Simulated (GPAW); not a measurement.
Runs of GPAW 26.7.0 on Te2Mo. Symmetry: P6_3/mmc, No. 194, hexagonal system. The conventional cell has a = 3.518 Å, b = 3.518 Å, c = 13.974 Å, α = 90.00°, β = 90.00°, γ = 120.00°. Te (site symmetry 3m) has 3 Mo at 2.72 Å as nearest neighbours. Around Mo (site symmetry -6m2) lie 6 Te at 2.72 Å. 

```tsv
task	level	potentials or basis	spin	cell	optimizer	fmax	max steps	target pressure	band path	gap on the mesh (eV)	pressure (GPa)	relaxed volume (Å³/atom)	largest force (eV/Å)
relaxation of cell and atoms	revPBE+D4	the program's PAW data sets (release 1.2.1) made for this functional, pw	off	relaxed to -2 GPa	BFGS	0.05 eV/Å	100	-2 GPa	-	(a)	-1.9	-	0.01
relaxation of cell and atoms	r2SCAN	GPAW PAW data sets (gpaw-data 1.2.1), pw	off	relaxed	BFGS	0.02 eV/Å	60	-	-	1.03	0.0	26.79	0.01
relaxation of cell and atoms	revPBE+D3(BJ)	the program's PAW data sets (release 1.2.1) made for this functional, pw	off	relaxed	FIRE	0.02 eV/Å	100	-	-	0.42	-0.1	23.00	0.01
band structure	vdW-DF	GPAW PAW data sets (gpaw-data 1.2.1), pw	SOC, no magnetisation	as given	-	-	-	-	GMKGALHA,LM,KH	0.71	-	-	(b)
```

Alike in all rows: k mesh 5 × 5 × 2; cutoff (eV) 600; smearing fermi-dirac 0.05 eV; the mesh is coarse, so values aren't converged.

Problem. Fill in the values left out.

Solution. (a) 0.67; (b) 0.58.

Caveats: later steps reuse the first step's grids (some runs); spin-orbit coupling is left out, which moves the levels of the heavy elements (some runs); an odd mesh through Γ misses points on the zone boundary, where band edges often lie (some runs); the PAW data sets were made with another functional, which shifts forces and pressure a little (some runs); spin-orbit coupling was added after a scalar SCF, so levels and gaps hold it while energy, forces, pressure and moments don't (some runs); this program's spin-orbit splittings come out too wide for heavy elements (some runs).

A k mesh can miss the band edges, and rows without SOC leave out spin-orbit coupling on Mo, Te.

Runs at the PBE level aren't shown here.
